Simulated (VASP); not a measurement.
Here is a VASP 6.6.1 calculation.

Contents of INCAR:

```
ALGO = Fast
EDIFF = 1E-6
EDIFFG = -0.01
ENCUT = 600
GGA = PS
IBRION = 2
ISIF = 3
ISMEAR = -1
LASPH = True
LCHARG = False
LREAL = False
LWAVE = False
NELM = 60
NSW = 60
PREC = Accurate
PSTRESS = 100
SIGMA = 0.05
```

Contents of KPOINTS:

```
k-points
0
Gamma
  10 10 10
```

Contents of POSCAR:

```
ZrC
1.0
    0.0000000000      2.3650000000      2.3650000000
    2.3650000000      0.0000000000      2.3650000000
    2.3650000000      2.3650000000      0.0000000000
Zr C
1 1
Direct
    0.5000000000      0.5000000000      0.5000000000
    0.0000000000      0.0000000000      0.0000000000
```

Potentials or basis: VASP PAW PBE potentials, release 64 (Zr_sv, C).

Launch:

```console
$ cat potpaw_PBE.64/Zr_sv/POTCAR potpaw_PBE.64/C/POTCAR > POTCAR
$ mpirun -np 1 vasp_std > vasp.out
```

**Question.** Estimate the relaxed volume.

**Answer.** 12.25 Å³/atom.

**Question.** Estimate the space group after relaxing (to 0.05 Å).

**Answer.** Fm-3m (No. 225).

**Question.** Estimate the relaxed cell.

**Answer.** a = 3.260 Å, b = 3.260 Å, c = 3.260 Å, α = 60.00°, β = 60.00°, γ = 60.00°.

Step by step:
```
step  energy change (eV)  largest force (eV/Å)  pressure (GPa)  volume (Å³)
   1              0.0000                0.0000           -8.24        26.46
   2              0.7295                0.0000           64.67        21.10
   3             -0.0020                0.0000            8.97        24.59
   4              0.0027                0.0000            9.85        24.51
   5              0.0051                0.0000           10.20        24.47
   6              0.0021                0.0000            9.79        24.52
   7              0.0036                0.0000            9.96        24.50
```

Caveat: the cell is relaxed towards a set pressure, so the enthalpy falls and the energy may rise; the PAW data sets were made with another functional, which shifts forces and pressure a little.
